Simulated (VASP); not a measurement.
Write the native input for VASP 6.6.1 that does the following.

| Item | Value |
| --- | --- |
| Task | electric field gradients |
| Functional | PBEsol |
| Potentials or basis | VASP PAW PBE potentials, release 64 (In_d) |
| Cutoff | 520 eV |
| k mesh | 14 × 14 × 14 |
| Occupations | fermi-dirac, width 0.05 eV |
| Spin | no spin polarisation |
| Further INCAR settings | ALGO = Normal; EDIFF = 1e-07 |

The structure of In lies in POSCAR:

```
In
1.0
   -1.6254700000      1.6254700000      2.4737000000
    1.6254700000     -1.6254700000      2.4737000000
    1.6254700000      1.6254700000     -2.4737000000
In
1
Direct
    0.0000000000      0.0000000000      0.0000000000
```

One way to write it, as run:

INCAR

```
SYSTEM = In
  ALGO = Normal
  EDIFF = 1E-7
  ENCUT = 520
  GGA = PS
  ISIF = 2
  ISMEAR = -1
  LASPH = .True.
  LCHARG = .False.
  LEFG = .True.
  LREAL = .False.
  LWAVE = .False.
  NELM = 100
  PREC = Accurate
  SIGMA = 0.05
```

KPOINTS

```
k-points
0
Gamma
  14 14 14
  0 0 0
```

Potentials or basis: VASP PAW PBE potentials, release 64 (In_d).

The run is started by

```console
$ cat potpaw_PBE.64/In_d/POTCAR > POTCAR
$ mpirun -np 1 vasp_std > vasp.out
```

Results of the run:

- Pressure: -1.1 GPa
- Band gap on the k mesh: none (metal or under the smearing width)

Caveat: the PAW data sets were made with another functional, which shifts forces and pressure a little.

Run time: 44 s on 1 thread of Intel(R) Xeon(R) Platinum 8488C (Sapphire Rapids), with other jobs on the host, peak memory 0.2 GiB.
